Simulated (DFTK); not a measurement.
# AlN (P6_3/mmc) in DFTK: reference runs

Reference runs on AlN: the cell as given.

All numbers are computed with DFTK 0.8.2; they aren't measurements. Logs are shortened: lines on timing, memory, paths and dates and some standing lists are left out, and cuts for length are marked.

**1. The crystal as given**

Symmetry: P6_3/mmc, No. 194, hexagonal system. The conventional cell has a = 3.312 Å, b = 3.312 Å, c = 4.188 Å, α = 90.00°, β = 90.00°, γ = 120.00°. Al (site symmetry -6m2) has 5 N at 1.91 to 2.09 Å as nearest neighbours. N (site symmetry -6m2) is surrounded by 5 Al at 1.91 to 2.09 Å.

Measurements of this composition are mostly on another form, of space group No. 186.

**2. Single point, PBEsol**

run.jl reads:

```julia
using DFTK
using PseudoPotentialData
using Unitful, UnitfulAtomic
using LinearAlgebra, Printf
include("save.jl")
disable_threading()

# lattice vectors are the columns
lattice = austrip(1u"Å") * [  3.3121157418  -1.6560578709            0.0;
                      0.0   2.8683763727            0.0;
                      0.0            0.0       4.187563]
symbols   = [:Al, :Al, :N, :N]
positions = [[0.6666666667, 0.3333333333, 0.25],
             [0.3333333333, 0.6666666667, 0.75],
             [0.6666666667, 0.3333333333, 0.75],
             [0.3333333333, 0.6666666667, 0.25]]
pseudopotentials = PseudoFamily("dojo.nc.sr.pbesol.v0_4_1.standard.upf")
elements = Dict(s => ElementPsp(s, pseudopotentials) for s in unique(symbols))
atoms    = [elements[s] for s in symbols]

build_model(lattice, positions; symmetries=true) =
    model_DFT(lattice, atoms, positions;
              functionals=PBEsol(),
              temperature=austrip(0.05u"eV"),
              smearing=Smearing.FermiDirac(),
              symmetries)
Ecut  = 42.0  # hartree
kgrid = [9, 9, 7]
tol   = 1e-6
to_GPa = ustrip(uconvert(u"GPa", 1u"hartree/bohr^3"))

model = build_model(lattice, positions)
basis = PlaneWaveBasis(model; Ecut, kgrid)
display(basis)
scfres = self_consistent_field(basis;
                               tol,
                               nbandsalg=AdaptiveBands(model; n_bands_converge=13))
display(scfres.energies)
@printf "Fermi level: %.6f eV\n" ustrip(auconvert(u"eV", something(scfres.εF, NaN)))
forces = compute_forces_cart(scfres)
println("Forces (eV/Å)")
for (s, f) in zip(symbols, forces)
    @printf "%-3s %12.6f %12.6f %12.6f\n" s ustrip.(auconvert.(u"eV/Å", f))...
end
stress = compute_stresses_cart(scfres)
println("Stress (GPa)")
display(round.(stress * to_GPa; digits=4))
println("Levels at the first k-point (eV): ", round.(ustrip.(auconvert.(u"eV", scfres.eigenvalues[1][1:scfres.n_bands_converge])); digits=4))
save_scf!(scfres; forces, stress)
```

Potentials or basis: dojo.nc.sr.pbesol.v0_4_1.standard.upf (PBEsol).

Launch:

```sh
julia --threads=1 run.jl  # save.jl only writes the numbers to a file and isn't shown; printed stress counts tension as positive; times include loading and compiling
```

Output:

```text
PlaneWaveBasis discretization:

    Ecut                 : 42.0 Ha
    fft_size             : (40, 40, 50), 80000 total points
    kgrid                : MonkhorstPack([9, 9, 7])
    num.   red. kpoints  : 567
    num. irred. kpoints  : 48

    Discretized Model(gga_x_pbe_sol+gga_c_pbe_sol, 3D):
        lattice (in Bohr)    : [6.25899   , -3.1295   , 0         ]
                               [0         , 5.42045   , 0         ]
                               [0         , 0         , 7.91335   ]
        unit cell volume     : 268.47 Bohr³

        atoms                : Al₂N₂
        pseudopot. family    : PseudoFamily("dojo.nc.sr.pbesol.v0_4_1.standard.upf")

        num. electrons       : 16
        spin polarization    : none
        temperature          : 0.0018375 Ha
        smearing             : DFTK.Smearing.FermiDirac()

        terms                : Kinetic()
                               AtomicLocal()
                               AtomicNonlocal()
                               Ewald(nothing)
                               PspCorrection()
                               Hartree()
                               Xc(gga_x_pbe_sol, gga_c_pbe_sol)
                               Entropy()
n     Energy            log10(ΔE)   log10(Δρ)   Diag   Δtime
---   ---------------   ---------   ---------   ----   ------
  1   -25.30933451457                   -0.41    5.0    5.78s
  2   -25.43713698952       -0.89       -0.56    3.6    4.81s
  3   -25.51234390631       -1.12       -1.15    3.6    4.88s
  4   -25.51634231786       -2.40       -1.76    2.8    4.78s
  5   -25.51670861801       -3.44       -2.86    2.0    3.43s
  6   -25.51671851229       -5.00       -2.88    3.7    4.80s
  7   -25.51671942378       -6.04       -3.20    1.0    2.93s
  8   -25.51671975327       -6.48       -4.06    2.1    3.58s
  9   -25.51671976471       -7.94       -4.57    3.3    4.01s
 10   -25.51671976551       -9.09       -5.31    2.6    3.77s
 11   -25.51671976554      -10.58       -5.33    3.9    4.49s
 12   -25.51671976555      -11.03       -5.57    1.0    3.12s
 13   -25.51671976555      -11.32       -6.01    1.9    3.26s
Energy breakdown (in Ha):
    Kinetic             16.3562488
    AtomicLocal         -16.1603252
    AtomicNonlocal      -1.3554394
    Ewald               -22.1794904
    PspCorrection       0.7092195
    Hartree             5.5470716
    Xc                  -8.4340046
    Entropy             -0.0000000

    total               -25.516719765555
Fermi level: 9.273476 eV
Forces (eV/Å)
Al     -0.000000     0.000000    -0.000000
Al      0.000000     0.000000     0.000000
N      -0.000000    -0.000000     0.000000
N       0.000000    -0.000000    -0.000000
Stress (GPa)
3×3 StaticArraysCore.SMatrix{3, 3, Float64, 9} with indices SOneTo(3)×SOneTo(3):
 3.1092   0.0     0.0
 0.0      3.1092  0.0
 0.0     -0.0     4.5783
Levels at the first k-point (eV): [-9.0705, -5.3883, 0.7564, 4.4074, 4.4074, 6.0724, 6.0724, 7.6783, 10.8686, 12.0301, 15.8298, 15.8298, 18.8336]
```

Wall time 2 min (1 thread of AMD EPYC 9R45 (Zen 5), shared host); peak memory 2.1 GiB.

What came out:

* Free energy: -694.3453 eV
* Pressure: -3.6 GPa
* Band gap on the k mesh: 3.19 eV, direct

Stress tensor (GPa, compression positive):
```
-3.11  0.00  0.00
 0.00 -3.11  0.00
 0.00  0.00 -4.58
```

Caveat: an odd mesh through Γ misses points on the zone boundary, where band edges often lie.
